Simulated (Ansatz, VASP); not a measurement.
This is a calculation of Br for Ansatz 0.2.0.

input.yaml

```yaml
crystal:
  lattice:
    - [3.3177951036, -2.2911603413, 0.0]
    - [3.3177951036, 2.2911603413, 0.0]
    - [0.0, 0.0, 8.5846869338]
  atoms:
    - { symbol: Br, position: [0.3651, 0.6349, 0.3901] }
    - { symbol: Br, position: [0.1349, 0.8651, 0.8901] }
    - { symbol: Br, position: [0.6349, 0.3651, 0.6099] }
    - { symbol: Br, position: [0.8651, 0.1349, 0.1099] }
hamiltonian:
  xc: pbesol
  pseudopotentials: { kind: paw }
kpoints:
  mp_grid: { grid: [7, 7, 3] }
scf:
  occupations: { method: fermi_dirac, width: 0.05 }
output:
  forces: true
  stress: true
  eigenvalues: true
```

Potentials or basis: Ansatz PAW.

Launch:

```console
$ ansatz run input.yaml --threads 1 --pin off --max-ram 3584MiB --backend cpu --events-out ev --progress --plain --runs-dir out
```

Question: Set up the same calculation for VASP 6.6.1. Potentials there: VASP PAW PBE potentials, release 64 (Br).

Answer: As run (the cutoff follows the program's own potentials):

Contents of INCAR:

```
PREC = Accurate
ENCUT = 520
EDIFF = 1E-7
ISMEAR = -1
SIGMA = 0.05
LREAL = False
LASPH = True
NELM = 80
ALGO = Normal
ISIF = 2
LWAVE = False
LCHARG = False
GGA = PS
NBANDS = 22
```

File KPOINTS:

```
Automatic mesh
0
Gamma
  7 7 3
```

The input POSCAR:

```
Br
1.0
    3.3177951036     -2.2911603413      0.0000000000
    3.3177951036      2.2911603413      0.0000000000
    0.0000000000      0.0000000000      8.5846869338
Br
4
Direct
    0.3651000000      0.6349000000      0.3901000000
    0.1349000000      0.8651000000      0.8901000000
    0.6349000000      0.3651000000      0.6099000000
    0.8651000000      0.1349000000      0.1099000000
```

Potentials or basis: VASP PAW PBE potentials, release 64 (Br).

Command:

```console
$ cat potpaw_PBE.64/Br/POTCAR > POTCAR
$ mpirun -np 1 vasp_std > vasp.out
```

Both were run:

|  | VASP | Ansatz | Ansatz less VASP |
| --- | --- | --- | --- |
| gap on the k mesh at the Fermi level (eV) | 1.97 | 1.97 | -0.001 |
| least direct gap on the mesh (eV) | 1.99 | 1.98 | -0.001 |
| pressure (GPa) | 1.4 | 1.3 | -0.06 |
| largest component of the traceless stress (GPa) | 1.93 | 1.86 | -0.065 |
| rms of the force components (eV/Å) | 0.722 | 0.704 | -0.0181 |

Atom by atom the forces differ by 0.018 eV/Å (rms over components).

Caveats: the PAW data sets were made with another functional, which shifts forces and pressure a little (VASP); an odd mesh through Γ misses points on the zone boundary, where band edges often lie (VASP); odd divisions of the mesh miss points on the zone boundary, where band edges often lie, so the gap on the mesh can be too wide (Ansatz); the PAW data sets come from PBE, with cores solved anew for the run's functional, which leaves a small shift of forces and pressure (Ansatz); forces of over 1 eV/Å show positions far from the minimum, so gaps and moduli don't describe the material at rest (Ansatz).
